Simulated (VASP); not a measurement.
Input of a VASP 6.6.1 run:

The input POSCAR:

```
PbO2
1.0
    0.0000000000      2.6589537334      2.6589537334
    2.6589537334      0.0000000000      2.6589537334
    2.6589537334      2.6589537334      0.0000000000
Pb O
1 2
Direct
    0.0000000000      0.0000000000      0.0000000000
    0.2500000000      0.2500000000      0.2500000000
    0.7500000000      0.7500000000      0.7500000000
```

File INCAR.step1:

```
SYSTEM = PbO2
PREC = Accurate
ENCUT = 520
ISMEAR = 0
SIGMA = 0.15
LREAL = .FALSE.
LASPH = .TRUE.
NELM = 100
NBANDS = 20
GGA = PE
ALGO = Normal
EDIFF = 1E-4
LWAVE = .TRUE.
LCHARG = .FALSE.
```

File INCAR.step2:

```
SYSTEM = PbO2
PREC = Accurate
ENCUT = 520
EDIFF = 1E-7
ISMEAR = 0
SIGMA = 0.15
LREAL = .FALSE.
LASPH = .TRUE.
NELM = 100
ALGO = Normal
ISIF = 2
LWAVE = .FALSE.
LCHARG = .FALSE.
METAGGA = R2SCAN
LMIXTAU = .TRUE.
NBANDS = 20
ISTART = 1
```

The input KPOINTS:

```
regular mesh
0
G
  16 16 16
  0 0 0
```

Potentials or basis: VASP PAW PBE potentials, release 64 (Pb_d, O).

Run with:

```console
$ cat potpaw_PBE.64/Pb_d/POTCAR potpaw_PBE.64/O/POTCAR > POTCAR
$ cp INCAR.step1 INCAR
$ mpirun -np 1 vasp_std > vasp.out
$ cp INCAR.step2 INCAR
$ mpirun -np 1 vasp_std > vasp.out
```

(1) Predict the band gap on the k mesh.

(2) Predict the pressure.

Answers

(1) none (metal or under the smearing width).

(2) 1.2 GPa.

Caveat: the PAW data sets were made with another functional, which shifts forces and pressure a little.
